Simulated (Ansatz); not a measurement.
**C2H2Cl2: small, medium and large basis sets**

One table from this session's results is given with a row withheld; the runs are named, their logs left out.

Program: Ansatz 0.2.0, Gaussian basis. Level of theory: one geometry, several basis sets. These are calculated values, not measurements.

Levels to be run: PBE0-D4/def2-SVP; ωB97M-V/def2-SVP; PBE0-D4/def2-QZVPP; ωB97M-V/def2-QZVPP; the functionals' def2-TZVPP values are taken from earlier runs.

## Structure used throughout

The geometry comes from an earlier relaxation with PBE0-D4 in a triple-zeta def2 set; it is a stationary point.

6 atoms, charge 0, spin multiplicity 1.

Atoms are counted from 1 here; the program's logs count them from 0.

Bond lengths: Cl1–C2 1.714 Å, C2–C3 1.322 Å, C2–H5 1.082 Å, C3–Cl4 1.714 Å, C3–H6 1.082 Å. Angles: Cl1–C2–C3 121.7°, Cl1–C2–H5 114.9°, C3–C2–H5 123.4°, C2–C3–Cl4 121.7°, C2–C3–H6 123.4°, Cl4–C3–H6 114.9°.

Set-up of the first run:

Contents of in.yaml:

```yaml
crystal:
  periodic: [false, false, false]
  atoms:
    - {symbol: Cl, position_ang: [1.726215, -0.267745, 1.230159]}
    - {symbol: C, position_ang: [0.613544, -0.235149, -0.072995]}
    - {symbol: C, position_ang: [-0.613541, 0.235160, 0.073003]}
    - {symbol: Cl, position_ang: [-1.726219, 0.267684, -1.230152]}
    - {symbol: H, position_ang: [0.993977, -0.624918, -1.007450]}
    - {symbol: H, position_ang: [-0.993977, 0.624959, 1.007445]}
basis:
  gaussian: {orbitals: def2-SVP}
hamiltonian: {xc: pbe0, dispersion: d4}
output: {orbitals: {seedname: orbitals}}
```

The run is started by

```
> ansatz run in.yaml --threads 4 --pin off --events-out ev --progress --plain --max-ram 10444MiB
```

Among the steps run: PBE0-D4 in def2-SVP; ωB97M-V in def2-SVP; PBE0-D4 in def2-QZVPP; ωB97M-V in def2-QZVPP.

One of the session's tables, all rows but one given; the rest of the session is left out.

It belongs to the step «Density functionals: the series». 

```
functional       basis  HOMO (eV)
   PBE0-D4    def2-SVP      -7.22
   PBE0-D4  def2-TZVPP      -7.34
   PBE0-D4  def2-QZVPP      -7.38
   ωB97M-V    def2-SVP      -9.32
   ωB97M-V  def2-TZVPP      -9.48
   ωB97M-V  def2-QZVPP          ?
```

**Question.** Estimate the row for ωB97M-V, def2-QZVPP.

**Answer.** HOMO (eV): -9.53. In the column «HOMO (eV)» it is the lowest.
